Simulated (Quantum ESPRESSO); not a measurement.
Crystal: CuO.

```
CELL_PARAMETERS angstrom
2.55255 0.00000 0.00000
0.00000 2.55255 0.00000
0.00000 0.00000 2.55255
ATOMIC_POSITIONS crystal
Cu 0.00000 0.00000 0.00000
O 0.50000 0.50000 0.50000
```

Measurements of this composition are mostly on another form, of space group No. 15.

Base run:

```yaml
Program: Quantum ESPRESSO 7.5
Functional: PBEsol
Potentials_or_basis: SSSP 1.3 efficiency PBE
Cutoff: 748 eV
Density_cutoff: 5987 eV
k_mesh: 10 × 10 × 10
Occupations: fermi-dirac, width 0.05 eV
Spin: no spin polarisation
Hubbard_terms: Cu d U = 5 eV
```

Its results: band gap on the k mesh none (metal or under the smearing width); pressure 14.0 GPa.

Problem. After a change of settings the same cell gave: band gap on the k mesh none (metal or under the smearing width); pressure 11.9 GPa. Which change was it?
A. functional from PBEsol to PBE; hubbard terms from Cu d U = 5 eV to none; hubbard projectors from ortho-atomic to none
B. hubbard terms from Cu d U = 5 eV to Cu d U = 3 eV
C. hubbard terms from Cu d U = 5 eV to none
D. hubbard terms from Cu d U = 5 eV to Cu d U = 1 eV

Solution. B.

Caveats: the potentials were made for another functional, which shifts forces and pressure; an odd number of electrons without spin polarisation forces a metal; a magnetic or distorted state may lie lower; the run has no spin polarisation, though such a crystal can be magnetic; U without spin polarisation on a metal has little footing.

Not every run made on this cell is shown here.
